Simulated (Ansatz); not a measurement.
# CuO under changes of volume

One of the cells (12.605 Å³/atom); the others are scaled copies at fixed shape and fractional positions:

```xyz
4
Lattice="3.2880 0.0000 0.0000 -1.6440 2.8475 0.0000 0.0000 0.0000 5.3850" Properties=species:S:1:pos:R:3 pbc="T T T"
Cu    1.6440    0.9492    0.0000
Cu    0.0000    1.8983    2.6925
O     1.6440    0.9492    3.3667
O     0.0000    1.8983    0.6742
```

Measurements of this composition are mostly on another form, of space group No. 15.

- Program: Ansatz 0.2.0
- Functional: PBE
- Potentials or basis: Ansatz NC
- Cutoff: 1252 eV (not typed: the program's choice for these potentials)
- k mesh: 9 × 9 × 5
- Occupations: fermi-dirac, width 0.05 eV
- Spin: no spin polarisation

| volume (Å³/atom) | energy over the lowest point (meV/atom) | pressure (GPa) | largest force (eV/Å) |
| --- | --- | --- | --- |
| 11.848 | 0.00 | -2.5 | 0.102 |
| 12.100 | 6.08 | -5.0 | 0.092 |
| 12.352 | 15.86 | -7.2 | 0.083 |
| 12.605 | 28.90 | -9.2 | 0.075 |
| 12.857 | 44.82 | -10.9 | 0.067 |
| 13.109 | ? | ? | ? |
| 13.361 | 83.98 | -13.7 | 0.053 |

**Question.** What does the run at 13.109 Å³/atom give?

**Answer.** Energy over the lowest point 63.28 meV/atom; pressure -12.4 GPa; largest force 0.060 eV/Å.

Worked out: A Birch-Murnaghan fit of order 3 (a polynomial in V^(-2/3)) to the other rows has its minimum at 11.61 Å³/atom, just outside them, with B0 = V·E''(V) = 136 GPa and B' = 4.6 at fixed shape and positions, which overstates the stiffness. It gives 63.27 meV/atom at 13.109 Å³/atom, against the run's 63.28, and -dE/dV = -12.5 GPa, against -12.4.

Energies are extrapolated to zero smearing.

Caveats: the run has no spin polarisation, though such a crystal can be magnetic.
